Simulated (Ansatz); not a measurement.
Write the native input for Ansatz 0.2.0 that does the following.

```
Task                : single point
Functional          : PBE
Potentials or basis : all-electron PAW datasets made for the crystal
Cutoff              : 260 eV (chosen from the basis error)
k mesh              : 4 × 4 × 4
Occupations         : fermi-dirac, width 0.05 eV
Spin                : no spin polarisation
```

Bi:

```
CELL_PARAMETERS angstrom
2.26750 1.30914 3.93800
-2.26750 1.30914 3.93800
0.00000 -2.61828 3.93800
ATOMIC_POSITIONS crystal
Bi 0.76600 0.76600 0.76600
Bi 0.23400 0.23400 0.23400
```

The input as run:

input.yaml

```yaml
crystal:
  lattice:
    - [2.2675, 1.3091417354, 3.938]
    - [-2.2675, 1.3091417354, 3.938]
    - [0.0, -2.6182834708, 3.938]
  atoms:
    - { symbol: Bi, position: [0.766, 0.766, 0.766] }
    - { symbol: Bi, position: [0.234, 0.234, 0.234] }
kpoints:
  mp_grid: { grid: [4, 4, 4] }
scf:
  occupations: { method: fermi_dirac, width: 0.05 }
hamiltonian:
  xc: pbe
  pseudopotentials: { kind: all_electron, datasets: crystal }
output:
  forces: true
  stress: true
  eigenvalues: true
  elf: true
  volumetric_format: npy
```

Potentials or basis: all-electron PAW datasets made for the crystal.

Run with:

```console
$ ansatz run input.yaml --threads 1 --pin off --max-ram 3072MiB --backend cpu --events-out ev --progress --plain --runs-dir out
```

Results of the run:

```json
{"Pressure": "2.0 GPa", "Largest force": "0.028 eV/Å", "Band gap on the k mesh": "none (metal or under the smearing width)"}
```

Caveat: the k mesh is coarse (spacing up to 0.42 Å⁻¹), so the values aren't converged; the k mesh is thin for a metal, which can move the energy by tens of meV per atom; spin-orbit coupling is left out, which moves the levels of the heavy elements.

Run time: 1.2 s on 1 thread of AMD EPYC 9R45 96-Core Processor (Zen 5), on a shared host, peak memory 0.36 GiB.
